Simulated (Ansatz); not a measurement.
# WS2: H interstitial

The calculation used DFT PBE+D3(BJ), scalar-relativistic, plane waves, PAW (Ansatz 0.2.0). Run with 420 eV cutoff, 3×3×2 k-mesh, shifted by half a step, Gaussian smearing of 0.01 eV, collinear spin in charge 0 alone.

Host crystal, relaxed:

```cif
data_structure
_symmetry_space_group_name_H-M 'P 1'
_symmetry_Int_Tables_number 1
_cell_length_a 3.1541
_cell_length_b 3.1541
_cell_length_c 12.1445
_cell_angle_alpha 90.000
_cell_angle_beta 90.000
_cell_angle_gamma 120.000
_cell_volume 104.63
loop_
_atom_site_label
_atom_site_type_symbol
_atom_site_fract_x
_atom_site_fract_y
_atom_site_fract_z
_atom_site_occupancy
W1 W 0.33333 0.66667 0.75000 1
W2 W 0.66667 0.33333 0.25000 1
S1 S 0.33333 0.66667 0.12033 1
S2 S 0.66667 0.33333 0.62033 1
S3 S 0.33333 0.66667 0.37967 1
S4 S 0.66667 0.33333 0.87967 1
```

Supercell of 24 atoms, rows in host cell vectors: 2 0 0; -2 -2 0; 0 0 -1. Atoms relax at the host's cell from a start displaced at random by 0.06 Å near the defect, so other minima may exist. The cell is small, so energies carry finite-size errors of tenths of an eV. The host's Kohn–Sham gap is 0.88 eV. Atoms are taken from and returned to the elements' standard states. Charged cells are corrected for image charges with the computed static dielectric tensor (mean 11.7) and aligned with the host's potential at far atoms (alignment terms reach 0.19 eV; the program doubts the alignment in some charges, where it is up to 0.07 eV). No band-filling term is added, and the Fermi level counts from the host's valence band top.

Spin-orbit coupling is left out, which matters for the bands and energies of heavy elements.

Defect: H interstitial at (0.000, 0.000, 0.192) of the host cell.

Problem. What is the formation energy of the neutral defect?

Solution. 1.60 eV.

Problem. Does the neutral defect carry a moment, and how do its surroundings relax?

Solution. It changes the cell's moment by 0.11 μB (a fraction, from partly filled bands). The nearest neighbours before are 3 W at 1.95 Å, 3 S at 2.02 Å; after relaxation the atoms near the site are 3 W at 1.89 Å, 6 S at 2.43 Å; the largest move is 0.70 Å.

Problem. Charges +1, 0, -1 were computed. Which is stable where in the gap?

Solution. Among the charges computed the stable one is +1 at the valence band top, changing to 0 at 0.45 eV, changing to -1 at 0.86 eV. In charge 0, -1 the cell has partly filled bands: a level of the defect may be part filled, the carrier may sit in the host's bands, or levels may cross between the k points, so transitions that involve it are doubtful. Other sites of the defect weren't tried. Levels between neighbouring charges: (+1/0) 0.45 eV, (0/-1) 0.86 eV.